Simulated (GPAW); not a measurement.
Set up this calculation in GPAW 26.7.0, as an ASE script.

* Task: single point
* Functional: PBE
* Potentials or basis: GPAW PAW data sets (gpaw-data 1.2.1)
* Cutoff: 800 eV
* Basis: pw
* k mesh: 9 × 9 × 9
* Occupations: gaussian, width 0.05 eV
* Spin: no spin polarisation
* Maxiter: 150

HfN:

```
Hf N
1.0
     0.00000    2.45482    2.45482
     2.45482    0.00000    2.45482
     2.45482    2.45482    0.00000
Hf N
1 1
Direct
  0.00000 0.00000 0.00000
  0.75000 0.75000 0.75000
```

The cell comes from a database or a generator and needn't be the stable form of this composition.

The cell isn't the ideal one: the cell as VASP's run set it.

These files were run (other wordings do the same):

run.py

```python
from ase import Atoms
from ase.dft.bandgap import bandgap
from ase.io import write
from ase.units import Bohr, GPa
from gpaw import GPAW, PW
from gpaw.elf import elf_from_dft_calculation

atoms = Atoms(['Hf', 'N'],
              cell=[[0.0, 2.454822, 2.454822],
                    [2.454822, 0.0, 2.454822],
                    [2.454822, 2.454822, 0.0]],
              scaled_positions=[[0.0, 0.0, 0.0],
                                [0.75, 0.75, 0.75]],
              pbc=True)

calc = GPAW(mode=PW(800),
            xc='PBE',
            kpts={'size': (9, 9, 9), 'gamma': True},
            occupations={'name': 'methfessel-paxton', 'order': 0, 'width': 0.05},
            nbands=19,
            convergence={'density': 1e-05, 'energy': 1e-05},
            maxiter=150,
            txt='gpaw.txt')
atoms.calc = calc
energy = atoms.get_potential_energy()
forces = atoms.get_forces()
stress = atoms.get_stress()
calc.write('gs.gpw')
write('result.traj', atoms)
print(f'Energy: {energy:.6f} eV')
print('Forces (eV/A):')
print(forces.round(4))
print('Stress (GPa):', (stress / GPa).round(3))
print('Fermi level:', round(calc.get_fermi_level(), 4), 'eV')
print(f'Gap: {bandgap(calc)[0]:.4f} eV, direct: {bandgap(calc, direct=True)[0]:.4f} eV')

# fields on the real-space grid
write('density.cube', atoms, data=calc.get_pseudo_density() * Bohr**3)
write('potential.cube', atoms, data=calc.get_electrostatic_potential())
write('elf.cube', atoms, data=elf_from_dft_calculation(calc).data)
```

Potentials or basis: GPAW PAW data sets (gpaw-data 1.2.1), pw.

Command:

```sh
$ OMP_NUM_THREADS=1 python run.py
```

Results of the run:

```yaml
Pressure: 1.5 GPa
Band_gap_on_the_k_mesh: none (metal or under the smearing width)
```

Run time: 15 s on 1 thread of Intel(R) Xeon(R) Platinum 8488C (Sapphire Rapids), on a shared host, peak memory 0.17 GiB.
